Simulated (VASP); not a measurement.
# KCl (Fm-3m) in VASP: single point with PBE

Aim: the single point of KCl with PBE.

All numbers are computed with VASP 6.6.1; they aren't measurements. Logs are shortened: lines on timing, memory, paths and dates and some standing lists are left out, and cuts for length are marked.

**What was measured.**

From a printed reference work, monograph, for a bulk crystal of KCl: band gap 8.68 eV.

The runs below are set against these values where they give the same quantity.

**1. The cell of the first run**

Symmetry: Fm-3m, No. 225, cubic system. The conventional cell has a = 6.303 Å, b = 6.303 Å, c = 6.303 Å, α = 90.00°, β = 90.00°, γ = 90.00°. Within 4.1 Å of K (site symmetry m-3m) lie 6 Cl at 3.15 Å. Within 4.1 Å of Cl (site symmetry m-3m) lie 6 K at 3.15 Å.

**2. Single point, PBE (31.31 Å³/atom)**

Input file INCAR:

```
  PREC = Accurate
  ENCUT = 500
  EDIFF = 1E-6
  ISMEAR = 0
  SIGMA = 0.05
  LREAL = False
  LASPH = True
  NELM = 120
  ALGO = Normal
  ISIF = 2
  LWAVE = False
  LCHARG = False
  GGA = PE
  NBANDS = 15
  GGA_COMPAT = False
```

Input file KPOINTS:

```
Automatic mesh
0
Gamma
  8 8 8
```

Input file POSCAR:

```
KCl
1.0
    0.0000000000      3.1517396104      3.1517396104
    3.1517396104      0.0000000000      3.1517396104
    3.1517396104      3.1517396104      0.0000000000
K Cl
1 1
Direct
    0.0000000000      0.0000000000      0.0000000000
    0.5000000000      0.5000000000      0.5000000000
```

Potentials or basis: VASP PAW PBE potentials, release 64 (K_sv, Cl).

Started as:

```bash
$ cat potpaw_PBE.64/K_sv/POTCAR potpaw_PBE.64/Cl/POTCAR > POTCAR
$ mpirun -np 1 vasp_std > vasp.out
```

OUTCAR:

```text
PREC = Accurate
   ENCUT = 500
   EDIFF = 1E-6
   ISMEAR = 0
   LREAL = False
   LASPH = True
   NELM = 120
   ISIF = 2
   GGA = PE

 ion  position               nearest neighbor table
   1  0.000  0.000  0.000-   2 3.15   2 3.15   2 3.15   2 3.15   2 3.15   2 3.15
   2  0.500  0.500  0.500-   1 3.15   1 3.15   1 3.15   1 3.15   1 3.15   1 3.15

  LATTYP: Found a face centered cubic cell.
 ALAT       =     6.3034792208

  Lattice vectors:

 A1 = (   0.0000000000,   3.1517396104,   3.1517396104)
 A2 = (   3.1517396104,   0.0000000000,   3.1517396104)
 A3 = (   3.1517396104,   3.1517396104,   0.0000000000)

Analysis of symmetry for initial positions (statically):
=====================================================================
 Subroutine PRICEL returns:
 Original cell was already a primitive cell.

 Routine SETGRP: Setting up the symmetry group for a
 face centered cubic supercell.

 Subroutine GETGRP returns: Found 48 space group operations
 (whereof 48 operations were pure point group operations)
 out of a pool of 48 trial point group operations.

The static configuration has the point symmetry O_h .

Analysis of symmetry for dynamics (positions and initial velocities):
=====================================================================
 Subroutine PRICEL returns:
 Original cell was already a primitive cell.

 Routine SETGRP: Setting up the symmetry group for a
 face centered cubic supercell.

 Subroutine GETGRP returns: Found 48 space group operations
 (whereof 48 operations were pure point group operations)
 out of a pool of 48 trial point group operations.

The dynamic configuration has the point symmetry O_h .

 Subroutine INISYM returns: Found 48 space group operations
 (whereof 48 operations are pure point group operations),
 and found     1 'primitive' translations

----------------------------------------------------------------------------------------

                                     Primitive cell

  volume of cell :      62.6154

  direct lattice vectors                    reciprocal lattice vectors
     0.000000000  3.151739610  3.151739610    -0.158642547  0.158642547  0.158642547
     3.151739610  0.000000000  3.151739610     0.158642547 -0.158642547  0.158642547
     3.151739610  3.151739610  0.000000000     0.158642547  0.158642547 -0.158642547

  length of vectors
     4.457232902  4.457232902  4.457232902     0.274776952  0.274776952  0.274776952

  position of ions in fractional coordinates (direct lattice)
     0.000000000  0.000000000  0.000000000
     0.500000000  0.500000000  0.500000000

  ion indices of the primitive-cell ions
   primitive index   ion index
                 1           1
                 2           2

----------------------------------------------------------------------------------------

 KPOINTS: Automatic mesh

Automatic generation of k-mesh.
 Grid dimensions read from file:
 generate k-points for:    8    8    8

 Generating k-lattice:

  Cartesian coordinates                     Fractional coordinates (reciprocal lattice)
    -0.019830318  0.019830318  0.019830318     0.125000000  0.000000000  0.000000000
     0.019830318 -0.019830318  0.019830318     0.000000000  0.125000000  0.000000000
     0.019830318  0.019830318 -0.019830318     0.000000000  0.000000000  0.125000000

  Length of vectors
     0.034347119  0.034347119  0.034347119

  Shift w.r.t. Gamma in fractional coordinates (k-lattice)
     0.000000000  0.000000000  0.000000000

 Subroutine IBZKPT returns following result:
 ===========================================

 Found     29 irreducible k-points:

 Following reciprocal coordinates:
            Coordinates               Weight
  0.000000  0.000000  0.000000      1.000000
  0.125000  0.000000  0.000000      8.000000
  0.250000  0.000000  0.000000      8.000000
  0.375000  0.000000  0.000000      8.000000
  0.500000  0.000000  0.000000      4.000000
  0.125000  0.125000  0.000000      6.000000
[... 16 lines left out ...]
  0.500000  0.250000  0.125000     48.000000
 -0.375000  0.250000  0.125000     24.000000
 [... further k-points ...]
   k-points           NKPTS =     29   k-points in BZ     NKDIM =     29   number of bands    NBANDS=     15
   number of dos      NEDOS =    301   number of ions     NIONS =      2
   total plane-waves  NPLWV =  46656
   dimension x,y,z NGX =    36 NGY =   36 NGZ =   36
   dimension x,y,z NGXF=    72 NGYF=   72 NGZF=   72
   ions per type =               1   1
   NGX,Y,Z   is equivalent  to a cutoff of  13.43, 13.43, 13.43 a.u.
   NGXF,Y,Z  is equivalent  to a cutoff of  26.85, 26.85, 26.85 a.u.
 SYSTEM =  unknown system
   PREC   = accura    normal or accurate (medium, high low for compatibility)
   ISTART =      0    job   : 0-new  1-cont  2-samecut
   ICHARG =      2    charge: 1-file 2-atom 10-const
   ISPIN  =      1    spin polarized calculation?
   LNONCOLLINEAR =      F non collinear calculations
   LSORBIT =      F    spin-orbit coupling
   LASPH  =      T    aspherical Exc in radial PAW
   ENCUT  =  500.0 eV  36.75 Ry    6.06 a.u.   8.13  8.13  8.13*2*pi/ulx,y,z
   NELM   =    120;   NELMIN=  2; NELMDL= -5     # of ELM steps
   EDIFF  = 0.1E-05   stopping-criterion for ELM
   LREAL  =      F    real-space projection
   EDIFFG = 0.1E-04   stopping-criterion for IOM
   NSW    =      0    number of steps for IOM
   IBRION =     -1    ionic relax: 0-MD 1-quasi-New 2-CG
   NFREE  =      0    steps in history (QN), initial steepest desc. (CG)
   ISIF   =      2    stress and relaxation
   ISYM   =      2    0-nonsym 1-usesym 2-fastsym
   POTIM  = 0.5000    time-step for ionic-motion
   TEBEG  =    0.0;   TEEND  =   0.0 temperature during run
   PSTRESS=    0.0 pullay stress
   NELECT =      16.0000    total number of electrons
   NUPDOWN=      -1.0000    fix difference up-down
   EMIN   =  10.00;   EMAX   =-10.00  energy-range for DOS
   EFERMI =   0.00;   METHOD = LEGACY
   ISMEAR =     0;   SIGMA  =   0.05  broadening in eV -4-tet -1-fermi 0-gaus
   EFERMI_NEDOS =   21; number of points for ismear=-14 and -15
   IALGO  =     38    algorithm
   IMIX   =      4    mixing-type and parameters
     AMIX     =   0.40;   BMIX     =  1.00
     AMIX_MAG =   1.60;   BMIX_MAG =  1.00
  volume/ion in A,a.u.               =      31.31       211.27
  Fermi-wavevector in a.u.,A,eV,Ry     =   1.038854  1.963149 14.683646  1.079218
  Thomas-Fermi vector in A             =   2.173357
   LORBIT       =      0    0 simple, 1 ext, 2 COOP (PROOUT), +10 PAW based schemes
   GGA     = PE    functional components
   LHFCALC =     F    Hartree Fock is set to
   AEXX    =    0.0000 exact exchange contribution
   IVDW    =     0    specifies the selected vdW correction
   LEPSILON=     F    determine dielectric tensor
   LRPA    =     F    only Hartree local field effects (RPA)
 non-spin polarized calculation
 Gauss-broadening in eV      SIGMA  =   0.05
  energy-cutoff  :      500.00
  volume of cell :       62.62
 maximum number of plane-waves:      1639
 NGX is ok and might be reduce to    36
   NGX = 17   NGY = 17   NGZ = 17

 number of electron      16.0000000 magnetization

 Free energy of the ion-electron system (eV)
  ---------------------------------------------------
  ext. energy  EPLUGINS =         0.00000000
  ---------------------------------------------------
  free energy    TOTEN  =        -6.80518326 eV

  energy without entropy =       -6.80518326  energy(sigma->0) =       -6.80518326

 E-fermi :  -1.5456     XC(G=0):  -7.5187

 val. band max:       -1.8619998544   @ k =   0.0000   0.0000   0.0000
 cond. band min:       3.3072703440   @ k =   0.0000   0.0000   0.0000
 fundamental gap:      5.1692701984
 Fermi energy:        -1.5456225627

 k-point     1 :       0.0000    0.0000    0.0000
  band No.  band energies     occupation
      1     -29.0724      2.00000
      2     -13.9743      2.00000
      3     -12.5329      2.00000
      4     -12.5329      2.00000
      5     -12.5329      2.00000
      6      -1.8620      2.00000
      7      -1.8620      2.00000
      8      -1.8620      2.00000
      9       3.3073      0.00000
     10       6.5159      0.00000
     11       6.5159      0.00000
     12       6.5159      0.00000
     13       7.3896      0.00000
     14       7.3896      0.00000
     15      11.1016      0.00000

 k-point     2 :       0.1250    0.0000    0.0000
  band No.  band energies     occupation
      1     -29.0709      2.00000
      2     -14.0047      2.00000
      3     -12.5343      2.00000
      4     -12.5343      2.00000
      5     -12.4948      2.00000
      6      -2.0502      2.00000
      7      -1.9118      2.00000
      8      -1.9118      2.00000
      9       3.6798      0.00000
     10       6.3980      0.00000
     11       6.7106      0.00000
     12       6.7106      0.00000
     13       7.6004      0.00000
     14       7.6004      0.00000
     15      11.6759      0.00000

 k-point     3 :       0.2500    0.0000    0.0000
  band No.  band energies     occupation
      1     -29.0672      2.00000
      2     -14.0725      2.00000
      3     -12.5375      2.00000
      4     -12.5375      2.00000
      5     -12.4081      2.00000
      6      -2.4437      2.00000
      7      -2.0278      2.00000
      8      -2.0278      2.00000
      9       4.5604      0.00000
     10       6.2997      0.00000
     11       7.2637      0.00000
     12       7.2637      0.00000
     13       8.1812      0.00000
     14       8.1812      0.00000
     15      11.7216      0.00000
[... 343 lines left out ...]
 k-point    23 :       0.5000    0.2500    0.1250
  band No.  band energies     occupation
      1     -29.0617      2.00000
      2     -14.0670      2.00000
      3     -12.5844      2.00000
      4     -12.5558      2.00000
      5     -12.3926      2.00000
      6      -2.6644      2.00000
      7      -2.1997      2.00000
      8      -2.1527      2.00000
      9       5.7534      0.00000
     10       6.0803      0.00000
     11       8.1392      0.00000
     12       8.4023      0.00000
     13       8.7951      0.00000
     14       9.2465      0.00000
     15       9.9838      0.00000

 k-point    24 :      -0.3750    0.2500    0.1250
  band No.  band energies     occupation
      1     -29.0605      2.00000
      2     -14.0712      2.00000
      3     -12.5862      2.00000
      4     -12.5649      2.00000
      5     -12.3839      2.00000
      6      -2.6957      2.00000
      7      -2.2602      2.00000
      8      -2.1895      2.00000
      9       5.9789      0.00000
     10       6.4686      0.00000
     11       8.1905      0.00000
     12       8.2780      0.00000
     13       9.0551      0.00000
     14       9.9228      0.00000
     15       9.9379      0.00000

 [... further k-points ...]
[... 5 lines left out ...]
  --------------------------------------------------------------------------------------
  -------------------------------------------------------------------------------------
  Total        0.2636349      0.2636349      0.2636349     -0.0000000     -0.0000000      0.0000000
  in kB        6.7457860      6.7457860      6.7457860     -0.0000000     -0.0000000      0.0000000
  external PRESSURE =       6.7457860 kB  Pullay stress =       0.0000000 kB

 VOLUME and BASIS-vectors are now :
 -----------------------------------------------------------------------------
  energy-cutoff  :      500.00
  volume of cell :       62.62
      direct lattice vectors                 reciprocal lattice vectors
     0.000000000  3.151739610  3.151739610    -0.158642547  0.158642547  0.158642547
     3.151739610  0.000000000  3.151739610     0.158642547 -0.158642547  0.158642547
     3.151739610  3.151739610  0.000000000     0.158642547  0.158642547 -0.158642547

 POSITION                                       TOTAL-FORCE (eV/Angst)
 -----------------------------------------------------------------------------------
      0.00000      0.00000      0.00000        -0.000000      0.000000     -0.000000
      3.15174      3.15174      3.15174         0.000000      0.000000      0.000000
 -----------------------------------------------------------------------------------
    total drift:                                0.000000      0.000000      0.000000

  FREE ENERGIE OF THE ION-ELECTRON SYSTEM (eV)
  ---------------------------------------------------
  free  energy   TOTEN  =        -6.8051832555 eV

  energy  without entropy=       -6.8051832555  energy(sigma->0) =       -6.80518326
```

It took 14 s on 1 thread of Intel Xeon 6975P-C (Granite Rapids), shared host; peak memory 0.2 GiB.

Results:

```yaml
Free_energy: -6.8052 eV
Pressure: 0.7 GPa
Band_gap_on_the_k_mesh: 5.17 eV
```

Levels at points of the mesh, in eV from the valence-band top:
```tsv
k point	band 5	band 6	band 7	band 8	band 9	band 10	band 11	band 12
(0.00, 0.00, 0.00)	-10.67	0.00	0.00	0.00	5.17	8.38	8.38	8.38
(0.50, 0.00, 0.00)	-10.43	-1.04	-0.32	-0.32	7.58	8.58	10.51	10.51
(0.50, 0.50, 0.00)	-10.73	-0.65	-0.22	-0.22	6.54	8.33	10.04	10.23
```

**3. Against experiment**

Step 2. Measured gap of KCl: 8.68 eV (a printed reference work, monograph). This calculation gives 5.17 eV (-3.51 eV). The value is that of PBE on a finite k mesh, which can miss the band edges, without temperature or zero-point motion. Semilocal functionals fall short of measured gaps as a rule.
